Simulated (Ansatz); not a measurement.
**Hf3Si2: further runs on the relaxed cell**

One table from this session's results is given with a row withheld; the runs are named, their logs left out.

Computed with Ansatz 0.2.0 (DFT PBEsol, scalar-relativistic, plane waves, PAW, unless a step's input says otherwise).

1 further run of the same task is left out (set aside as unsound or not needed). Runs told in other sessions of the task aren't counted.

**Starting point**

Symmetry: P4/mbm, No. 127, tetragonal system. Conventional cell: a = 6.976 Å, b = 6.976 Å, c = 3.607 Å, α = 90.00°, β = 90.00°, γ = 90.00°. Hf (site symmetry m2m) has 6 Si at 2.69 to 2.77 Å in its first shell of neighbours. Around Hf (site symmetry 4/m) lie 4 Si at 2.76 Å and 8 Hf at 3.15 Å. Si (site symmetry m2m) has 1 Si at 2.44 Å and 8 Hf at 2.69 to 2.77 Å in its first shell of neighbours.

Coordinates:

```
CELL_PARAMETERS angstrom
6.97646 0.00000 0.00000
0.00000 6.97646 0.00000
0.00000 0.00000 3.60703
ATOMIC_POSITIONS crystal
Hf 0.67386 0.82614 0.50000
Hf 0.82614 0.32614 0.50000
Hf 0.32614 0.17386 0.50000
Hf 0.17386 0.67386 0.50000
Hf 0.50000 0.50000 0.00000
Hf 0.00000 0.00000 0.00000
Si 0.62381 0.12381 0.00000
Si 0.87619 0.62381 0.00000
Si 0.12381 0.37619 0.00000
Si 0.37619 0.87619 0.00000
```

It goes back to an entry of the Materials Project, which need not be the stable form.

It is the result of an earlier relaxation at this level (volume 17.56 Å³/atom; gap on the mesh: none (metal)).

The first run:

input.yaml reads:

```yaml
crystal:
  lattice:
    - [6.9059868675, 0.0, 0.0]
    - [0.0, 6.9059868675, 0.0]
    - [0.0, 0.0, 3.5705909999]
  atoms:
    - { symbol: Hf, position: [0.6738642686, 0.8261357314, 0.5] }
    - { symbol: Hf, position: [0.8261357314, 0.3261357314, 0.5] }
    - { symbol: Hf, position: [0.3261357314, 0.1738642686, 0.5] }
    - { symbol: Hf, position: [0.1738642686, 0.6738642686, 0.5] }
    - { symbol: Hf, position: [0.5, 0.5, 0.0] }
    - { symbol: Hf, position: [0.0, 0.0, 0.0] }
    - { symbol: Si, position: [0.6238117757, 0.1238117757, 0.0] }
    - { symbol: Si, position: [0.8761882243, 0.6238117757, 0.0] }
    - { symbol: Si, position: [0.1238117757, 0.3761882243, 0.0] }
    - { symbol: Si, position: [0.3761882243, 0.8761882243, 0.0] }
basis:
  ecutwfc: 420
kpoints:
  mp_grid: { grid: [6, 6, 10] }
hamiltonian:
  xc: pbesol
scf:
  occupations: { method: gaussian, width: 0.1 }
output:
  forces: true
  stress: true
  eigenvalues: true
relax:
  adjacent_minimum: "off"
  f_tol: 0.01
  max_steps: 30
  cell: { stress_tol: 0.1, fix: [volume] }
```

Run with:

```bash
ansatz run input.yaml --threads 2 --pin off --max-ram 5120MiB --backend cpu --events-out ev --progress --plain --runs-dir out
```

Steps of the session up to this table: Volume × 0.97; The cell scaled to 1.03 of its volume; Volume × 0.94; Volume × 1.06; The cell scaled to 0.91 of its volume.

One table of the session follows, with a row left open; its other results are not shown here.

It belongs to the step «Fit of the equation of state». 

```
volume (Å³/atom)  energy above the lowest point (meV/atom)  pressure (GPa)
          15.976                                      78.1           17.14
          16.502                                      32.8           10.56
          17.029                                         ?               ?
          17.556                                       0.0            0.01
          18.082                                       7.2           -4.17
          18.609                                      27.0           -7.75
```

Q: Estimate the row for volume (Å³/atom) = 17.029 from the others.

Worked estimate for «energy above the lowest point (meV/atom)». A straight line through the neighbours (16.502, 32.8) and (17.556, 0.0) gives 32.8 + (0.0 − 32.8) × (17.029 − 16.502) / (17.556 − 16.502) = 16.4; a parabola fitted to 4 rows on both sides gives 7.6.

The run gave: energy above the lowest point (meV/atom): 7.7; pressure (GPa): 4.89. In «energy above the lowest point (meV/atom)» the line misses by +8.7 and the parabola by -0.1.
